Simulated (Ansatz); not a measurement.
# Pd: a listed cell, distorted in several ways

How do energy, forces, pressure and gap of Pd change under distortions that keep the symmetry? Each case is one self-consistent run.

Computed with Ansatz 0.2.0 (DFT PBE, scalar-relativistic, plane waves, PAW, unless a step's input says otherwise).

## Step 1: The system as given

It takes space group Im-3m (No. 229, cubic). Conventional cell: a = 3.145 Å, b = 3.145 Å, c = 3.145 Å, α = 90.00°, β = 90.00°, γ = 90.00°. Pd (site symmetry m-3m) is surrounded by 8 Pd at 2.72 Å.

Coordinates:

```
Pd
1.0
    -1.57228    1.57228    1.57228
     1.57228   -1.57228    1.57228
     1.57228    1.57228   -1.57228
Pd
1
Cartesian
  0.0000 0.0000 0.0000
```

The structure comes from the Materials Project (structure only).

## Step 2: A change within the space group

The change: strain xx, yy, zz, yz, xz, xy = +3.4, +3.4, +3.4, +0.0, +0.0, +0.0 %.

The input, input.yaml:

```yaml
crystal:
  lattice:
    - [-1.626398912, 1.626398912, 1.626398912]
    - [1.626398912, -1.626398912, 1.626398912]
    - [1.626398912, 1.626398912, -1.626398912]
  atoms:
    - { symbol: Pd, position: [0.0, 0.0, 0.0] }
basis:
  ecutwfc: 420
kpoints:
  mp_grid: { grid: [18, 18, 18] }
hamiltonian:
  xc: pbe
scf:
  occupations: { method: gaussian, width: 0.1 }
output:
  forces: true
  stress: true
  eigenvalues: true
```

On the command line:

```console
> ansatz run input.yaml --threads 1 --pin off --max-ram 1331MiB --backend cpu --events-out ev --progress --plain --runs-dir out
```

## Step 3: A distortion that keeps the symmetry

The input, input.yaml:

```yaml
crystal:
  lattice:
    - [-1.5830039564, 1.5830039564, 1.5830039564]
    - [1.5830039564, -1.5830039564, 1.5830039564]
    - [1.5830039564, 1.5830039564, -1.5830039564]
  atoms:
    - { symbol: Pd, position: [0.0, 0.0, 0.0] }
basis:
  ecutwfc: 420
kpoints:
  mp_grid: { grid: [18, 18, 18] }
hamiltonian:
  xc: pbe
scf:
  occupations: { method: gaussian, width: 0.1 }
output:
  forces: true
  stress: true
  eigenvalues: true
  populations: true
```

## Step 4: A change within the space group

The input, input.yaml:

```yaml
crystal:
  lattice:
    - [-1.5852365954, 1.5852365954, 1.5852365954]
    - [1.5852365954, -1.5852365954, 1.5852365954]
    - [1.5852365954, 1.5852365954, -1.5852365954]
  atoms:
    - { symbol: Pd, position: [0.0, 0.0, 0.0] }
basis:
  ecutwfc: 420
kpoints:
  mp_grid: { grid: [18, 18, 18] }
hamiltonian:
  xc: pbe
scf:
  occupations: { method: gaussian, width: 0.1 }
output:
  forces: true
  stress: true
  eigenvalues: true
```

Before running it: what results should come out? Wanted: for each run, case; energy; pressure; largest force.

The runs gave:

| step | case | energy (meV/atom) | pressure (GPa) | largest force (eV/Å) | gap on the mesh (eV) |
| --- | --- | --- | --- | --- | --- |
| 2 | a change within the space group | +0.0 | -13.2 | 0.00 | 0.00 |
| 3 | a distortion that keeps the symmetry | -76.9 | -4.2 | 0.00 | 0.00 |
| 4 | a change within the space group | -75.0 | -4.8 | 0.00 | 0.00 |

Energies are counted from step 2, with the smearing taken to zero. A gap of 0.00 means none on the mesh at this level.

What this shows: The distorted cells of the listed formula and level show no gap on the mesh.
